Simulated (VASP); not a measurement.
Ti:

```
Ti
1.0
    -1.64100    1.64100    1.64100
     1.64100   -1.64100    1.64100
     1.64100    1.64100   -1.64100
Ti
1
Direct
  0.00000 0.00000 0.00000
```

This isn't the form of Ti at room conditions, which is hcp.

```yaml
Program: VASP 6.6.1
Task: relaxation of cell and atoms
Functional: r2SCAN
Potentials_or_basis: VASP PAW PBE potentials, release 64 (Ti_sv)
Cutoff: 600 eV
k_mesh: 10 × 10 × 10
Occupations: fermi-dirac, width 0.05 eV
Spin: no spin polarisation
```

At the start: pressure -2.4 GPa; volume 17.68 Å³/atom.

Q: How do energy, volume and symmetry change on relaxing?

A: Over 3 steps the energy falls by 3.0 meV/atom and the volume is 17.28 Å³/atom (-2.2 %); space group Im-3m (No. 229, to 0.05 Å).

The path:
| step | energy change (eV) | largest force (eV/Å) | pressure (GPa) | volume (Å³) |
| --- | --- | --- | --- | --- |
| 1 | 0.0000 | 0.0000 | -2.42 | 17.68 |
| 2 | -0.0014 | 0.0000 | 1.83 | 17.00 |
| 3 | -0.0030 | 0.0000 | -0.03 | 17.28 |

Final structure:
```
Ti
1.0
    -1.62875    1.62875    1.62875
     1.62875   -1.62875    1.62875
     1.62875    1.62875   -1.62875
Ti
1
Direct
  0.00000 0.00000 0.00000
```

Caveat: the PAW data sets were made with another functional, which shifts forces and pressure a little.
